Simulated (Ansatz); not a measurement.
# Al3Cu (Pm-3m) in Ansatz: equation of state

Aim: energy against volume of Al3Cu in PBEsol, for its equilibrium volume and stiffness.

Everything below comes from runs of Ansatz 0.2.0. Logs are shortened: lines on timing, memory, paths and dates and some standing lists are left out, and cuts for length are marked.

**1. The crystal as given**

The structure is cubic, space group Pm-3m (No. 221). The conventional cell has a = 3.924 Å, b = 3.924 Å, c = 3.924 Å, α = 90.00°, β = 90.00°, γ = 90.00°. Cu (site symmetry m-3m) has 12 Al at 2.77 Å as nearest neighbours. Al (site symmetry 4/mmm) is surrounded by 4 Cu at 2.77 Å and 8 Al at 2.77 Å.

The cell comes from a database or a generator and needn't be the stable form of this composition.

**2. Equation of state, PBEsol**

Potentials or basis: all-electron LAPW, scalar-relativistic.

No new run: the results of the series are fitted here.

Results:

```
Equilibrium volume                      : 14.71 Å³/atom
Bulk modulus                            : 101 GPa
Pressure derivative of the bulk modulus : 4.4
```

Energy against volume, from the lowest point:
```csv
volume (Å³/atom),energy (meV/atom)
14.201,5.78
14.503,0.77
14.805,0.00
15.107,3.03
15.409,9.45
15.711,18.92
16.013,31.11
```
